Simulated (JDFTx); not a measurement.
# SrO (Fm-3m) in JDFTx: reference runs

How does SrO come out in PBEsol? The cell is run as given.

Program: JDFTx 1.7.0 (patched build). These are calculated values, not measurements. Logs are shortened: lines on timing, memory, paths and dates and some standing lists are left out, and cuts for length are marked. The log counts tension as positive stress, the text compression.

## (1) The structure

Symmetry: Fm-3m, No. 225, cubic system. The conventional cell has a = 5.133 Å, b = 5.133 Å, c = 5.133 Å, α = 90.00°, β = 90.00°, γ = 90.00°. Around Sr (site symmetry m-3m) lie 6 O at 2.57 Å. Around O (site symmetry m-3m) lie 6 Sr at 2.57 Å.

## (2) Single point, PBEsol

Input file SrO.in:

```
lattice \
    0.0000000000     4.8496041536     4.8496041536 \
    4.8496041536     0.0000000000     4.8496041536 \
    4.8496041536     4.8496041536     0.0000000000
coords-type Lattice
ion Sr     0.5000000000     0.5000000000     0.5000000000 1
ion O      0.0000000000     0.0000000000     0.0000000000 1

ion-species pseudo/Sr.upf
ion-species pseudo/O.upf
elec-cutoff 42 336
elec-ex-corr gga-PBEsol
kpoint-folding 9 9 9
elec-smearing Fermi 0.0018374661
elec-n-bands 14
electronic-SCF nIterations 100 energyDiffThreshold 1e-09
electronic-minimize nIterations 30 energyDiffThreshold 1e-7
converge-empty-states yes
forces-output-coords Cartesian

dump-name run.$VAR
dump End Ecomponents EigStats BandEigs Kpoints Forces Stress
```

Potentials or basis: PseudoDojo-SR-PBEsol-0.4.1-standard with smoothed tails.

On the command line:

```console
> jdftx -c 1 -i SrO.in -o SrO.out
```

Log:

```text
*************** JDFTx 1.7.0 (patched build) ***************

[... 9 lines left out ...]
---------- Initializing the Grid ----------
R =
[            0       4.8496       4.8496  ]
[       4.8496            0       4.8496  ]
[       4.8496       4.8496            0  ]
unit cell volume = 228.112
G =
[  -0.647804   0.647804   0.647804  ]
[   0.647804  -0.647804   0.647804  ]
[   0.647804   0.647804  -0.647804  ]
Minimum fftbox size, Smin = [  60  60  60  ]
Chosen fftbox size, S = [  60  60  60  ]

---------- Initializing tighter grid for wavefunction operations ----------
R =
[            0       4.8496       4.8496  ]
[       4.8496            0       4.8496  ]
[       4.8496       4.8496            0  ]
unit cell volume = 228.112
G =
[  -0.647804   0.647804   0.647804  ]
[   0.647804  -0.647804   0.647804  ]
[   0.647804   0.647804  -0.647804  ]
Minimum fftbox size, Smin = [  44  44  44  ]
Chosen fftbox size, S = [  48  48  48  ]

---------- Exchange Correlation functional ----------
Initalized PBEsol GGA exchange.
Initalized PBEsol GGA correlation.

---------- Setting up pseudopotentials ----------
Width of ionic core gaussian charges (only for fluid interactions / plotting) set to 0

Reading pseudopotential file 'pseudo/Sr.upf':
  'Sr' pseudopotential, 'PBESOL' functional
  Generated using ONCVPSP code by D. R. Hamann
  10 valence electrons, 3 orbitals, 6 projectors, 1001 radial grid points, with lMax = 2
    4S    l: 0   occupation:  2.0   eigenvalue: -1.502109
    4P    l: 1   occupation:  6.0   eigenvalue: -0.838136
    5S    l: 0   occupation:  2.0   eigenvalue: -0.129954
  Core radius for overlap checks: 1.50 bohrs.

Reading pseudopotential file 'pseudo/O.upf':
  'O' pseudopotential, 'PBESOL' functional
  Generated using ONCVPSP code by D. R. Hamann
  6 valence electrons, 2 orbitals, 5 projectors, 936 radial grid points, with lMax = 2
    2S    l: 0   occupation:  2.0   eigenvalue: -0.874950
    2P    l: 1   occupation:  4.0   eigenvalue: -0.329796
  Core radius for overlap checks: 1.39 bohrs.

Initialized 2 species with 2 total atoms.

Folded 1 k-points by 9x9x9 to 729 k-points.

---------- Setting up k-points, bands, fillings ----------
Reduced to 35 k-points under symmetry.
Computing the number of bands and number of electrons
Calculating initial fillings.
nElectrons:  16.000000   nBands: 14   nStates: 35

----- Setting up reduced wavefunction bases (one per k-point) -----
average nbasis = 2966.111 , ideal nbasis = 2965.629

---------- Setting up ewald sum ----------
Optimum gaussian width for ewald sums = 2.202606 bohr.
Real space sum over 1331 unit cells with max indices [  5  5  5  ]
Reciprocal space sum over 2197 terms with max indices [  6  6  6  ]

---------- Allocating electronic variables ----------
Initializing wave functions:  linear combination of atomic orbitals
Note: number of bands (14) exceeds available atomic orbitals (9)
Sr pseudo-atom occupations:   s ( 2 2 )  p ( 6 )
O pseudo-atom occupations:   s ( 2 )  p ( 4 )
	FillingsUpdate:  mu: +0.611679663  nElectrons: 16.000000
LCAOMinimize: Iter:   0  F: -46.7675820677720679  |grad|_K:  1.127e-02  alpha:  1.000e+00
	FillingsUpdate:  mu: +0.501084440  nElectrons: 16.000000
LCAOMinimize: Iter:   1  F: -46.9331989677717445  |grad|_K:  5.920e-03  alpha:  2.236e-01  linmin: -3.057e-01  cgtest:  8.473e-01
LCAOMinimize: Encountered beta<0, resetting CG.
[... 14 lines of inner loops ...]
LCAOMinimize: Iter:   6  F: -46.9785082274189847  |grad|_K:  2.753e-06  alpha:  4.264e-01  linmin: -3.761e-04  cgtest:  1.174e-02
	FillingsUpdate:  mu: +0.414343965  nElectrons: 16.000000
LCAOMinimize: Iter:   7  F: -46.9785082445103015  |grad|_K:  8.405e-08  alpha:  6.573e-01  linmin:  1.486e-03  cgtest: -4.571e-02
LCAOMinimize: Converged (|Delta F|<1.000000e-06 for 2 iters).

-------- Electronic minimization -----------
Will mix electronic density at each iteration.
	FillingsUpdate:  mu: +0.414343965  nElectrons: 16.000000
	FillingsUpdate:  mu: +0.375711884  nElectrons: 16.000000
SCF: Cycle:  0   F: -46.998456588493326   dF: -1.995e-02   |Residual|: 2.355e-01   |deigs|: 2.163e-01
	FillingsUpdate:  mu: +0.300000000  nElectrons: 16.000000
SCF: Cycle:  1   F: -47.067721593986278   dF: -6.927e-02   |Residual|: 1.153e-01   |deigs|: 4.199e-02
	FillingsUpdate:  mu: +0.359085546  nElectrons: 16.000000
SCF: Cycle:  2   F: -47.083002150525402   dF: -1.528e-02   |Residual|: 1.740e-02   |deigs|: 1.291e-02
	FillingsUpdate:  mu: +0.361204185  nElectrons: 16.000000
SCF: Cycle:  3   F: -47.082969701887720   dF: +3.245e-05   |Residual|: 1.373e-02   |deigs|: 4.349e-03
	FillingsUpdate:  mu: +0.361488877  nElectrons: 16.000000
SCF: Cycle:  4   F: -47.083167985658307   dF: -1.983e-04   |Residual|: 1.890e-03   |deigs|: 2.209e-03
	FillingsUpdate:  mu: +0.361694169  nElectrons: 16.000000
SCF: Cycle:  5   F: -47.083168583596517   dF: -5.979e-07   |Residual|: 9.640e-04   |deigs|: 5.987e-04
	FillingsUpdate:  mu: +0.361714388  nElectrons: 16.000000
SCF: Cycle:  6   F: -47.083168793832677   dF: -2.102e-07   |Residual|: 6.080e-04   |deigs|: 1.842e-03
	FillingsUpdate:  mu: +0.361740701  nElectrons: 16.000000
SCF: Cycle:  7   F: -47.083169106228588   dF: -3.124e-07   |Residual|: 1.570e-04   |deigs|: 7.785e-04
	FillingsUpdate:  mu: +0.361755480  nElectrons: 16.000000
SCF: Cycle:  8   F: -47.083169111328807   dF: -5.100e-09   |Residual|: 8.900e-05   |deigs|: 2.181e-04
	FillingsUpdate:  mu: +0.361752043  nElectrons: 16.000000
SCF: Cycle:  9   F: -47.083169119400473   dF: -8.072e-09   |Residual|: 7.538e-06   |deigs|: 1.619e-04
	FillingsUpdate:  mu: +0.361753973  nElectrons: 16.000000
SCF: Cycle: 10   F: -47.083169119645035   dF: -2.446e-10   |Residual|: 2.442e-06   |deigs|: 1.688e-04
	FillingsUpdate:  mu: +0.361753852  nElectrons: 16.000000
SCF: Cycle: 11   F: -47.083169119692826   dF: -4.779e-11   |Residual|: 2.305e-06   |deigs|: 2.479e-04
SCF: Converged (|Delta E|<1.000000e-09 for 2 iters).

Setting wave functions to eigenvectors of Hamiltonian
Converging empty states (this may take a while): |deigs|: 2.328e-03

# Stress tensor in Cartesian coordinates [Eh/a0^3]:
[  2.55356e-05            0            0  ]
[            0  2.55356e-05            0  ]
[            0            0  2.55356e-05  ]

# Ionic positions in lattice coordinates:
ion Sr   0.500000000000000   0.500000000000000   0.500000000000000 1
ion O   0.000000000000000   0.000000000000000   0.000000000000000 1

# Forces in Cartesian coordinates:
force Sr  -0.000000000000000   0.000000000000000   0.000000000000000 1
force O   0.000000000000000  -0.000000000000000   0.000000000000000 1

# Energy components:
   Eewald =      -38.8850906367908280
       EH =        8.2322113611994467
     Eloc =      -30.4775383994433646
      Enl =        2.5965724420541387
      Exc =      -12.5129959015823395
 Exc_core =        3.7266319225159394
       KE =       20.2370400923541958
-------------------------------------
     Etot =      -47.0831691196928261
       TS =        0.0000000000000019
-------------------------------------
        F =      -47.0831691196928261

IonicMinimize: Iter:   0  F: -47.083169119692826  |grad|_K:       -nan
IonicMinimize: None of the convergence criteria satisfied after 0 iterations.

#--- Lowdin population analysis ---
# oxidation-state Sr +1.638
# oxidation-state O -1.328

Dumping 'run.eigStats' ...
	eMin: -0.890769 at state 0 ( [ +0.000000 +0.000000 +0.000000 ] spin 0 )
	HOMO: +0.291024 at state 0 ( [ +0.000000 +0.000000 +0.000000 ] spin 0 )
	mu  : +0.361754
	LUMO: +0.411066 at state 23 ( [ +0.000000 +0.444444 +0.444444 ] spin 0 )
	eMax: +0.771445 at state 21 ( [ +0.000000 +0.333333 -0.444444 ] spin 0 )
	HOMO-LUMO gap: +0.120042
	Optical gap  : +0.123049 at state 23 ( [ +0.000000 +0.444444 +0.444444 ] spin 0 )
Done!
[note: the Lowdin charges miss the electrons that lie outside the files' atomic orbitals]
[note: mu as printed may lie anywhere between the filled and the empty levels]
```

It took 61 s on 1 thread of Intel Xeon 6975P-C (Granite Rapids), shared host; peak memory 0.12 GiB.

Results:

```
Free energy            : -1281.1983 eV
Pressure               : -0.8 GPa
Band gap on the k mesh : 3.27 eV, indirect (least direct gap 3.35 eV)
```

Levels at points of the mesh, in eV from the valence-band top:
```tsv
k point	band 5	band 6	band 7	band 8	band 9	band 10	band 11	band 12
(0.00, 0.00, 0.00)	-13.80	0.00	0.00	0.00	3.90	6.23	6.23	6.23
```

Caveat: an odd mesh through Γ misses points on the zone boundary, where band edges often lie.
